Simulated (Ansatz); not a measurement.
Set up this calculation in Ansatz 0.2.0, as the native input.

| Property | Result |
| --- | --- |
| Task | single point |
| Functional | PBEsol |
| Potentials or basis | Ansatz PAW |
| Cutoff | 420 eV (not typed: the program's choice for these potentials) |
| k mesh | 5 × 5 × 5 |
| Occupations | fermi-dirac, width 0.05 eV |
| Spin | no spin polarisation |
| Hubbard terms | Pt d U = 6 eV |
| Hubbard projectors | ortho-atomic (the default) |
| Double counting | fll (the default) |

The system is AlPt.

```
CELL_PARAMETERS angstrom
4.87893 0.00000 0.00000
0.00000 4.87893 0.00000
0.00000 0.00000 4.87893
ATOMIC_POSITIONS crystal
Pt 0.84494 0.65506 0.34494
Pt 0.65506 0.34494 0.84494
Pt 0.34494 0.84494 0.65506
Pt 0.15506 0.15506 0.15506
Al 0.15597 0.34403 0.65597
Al 0.34403 0.65597 0.15597
Al 0.65597 0.15597 0.34403
Al 0.84403 0.84403 0.84403
```

The cell is a database's computed one.

These files were run (other wordings do the same):

input.yaml

```yaml
crystal:
  lattice:
    - [4.87893207, 0.0, 0.0]
    - [0.0, 4.87893207, 0.0]
    - [0.0, 0.0, 4.87893207]
  atoms:
    - { symbol: Pt, position: [0.84493694, 0.65506306, 0.34493694] }
    - { symbol: Pt, position: [0.65506306, 0.34493694, 0.84493694] }
    - { symbol: Pt, position: [0.34493694, 0.84493694, 0.65506306] }
    - { symbol: Pt, position: [0.15506306, 0.15506306, 0.15506306] }
    - { symbol: Al, position: [0.1559679, 0.3440321, 0.6559679] }
    - { symbol: Al, position: [0.3440321, 0.6559679, 0.1559679] }
    - { symbol: Al, position: [0.6559679, 0.1559679, 0.3440321] }
    - { symbol: Al, position: [0.8440321, 0.8440321, 0.8440321] }
hamiltonian:
  xc: pbesol
  pseudopotentials: { kind: paw }
  hubbard: { sites: [{ species: Pt, l: d, u_eff: 6.0 }] }
kpoints:
  mp_grid: { grid: [5, 5, 5] }
scf:
  occupations: { method: fermi_dirac, width: 0.05 }
output:
  forces: true
  stress: true
  eigenvalues: true
```

Potentials or basis: Ansatz PAW.

Run with:

```bash
$ ansatz run input.yaml --threads 4 --pin off --max-ram 11264MiB --backend cpu --events-out ev --progress --plain --runs-dir out
```

Results of the run:

```yaml
Pressure: -0.3 GPa
Largest_force: 0.017 eV/Å
Band_gap_on_the_k_mesh: none (metal or under the smearing width)
```

Caveat: U without spin polarisation on a metal has little footing; the PAW data sets come from PBE, with cores solved anew for the run's functional, which leaves a small shift of forces and pressure; the U is typed as a test and isn't derived for this compound.

Wall time 2 s on 4 threads of Arm Neoverse V2, on a shared host, peak memory 0.44 GiB.
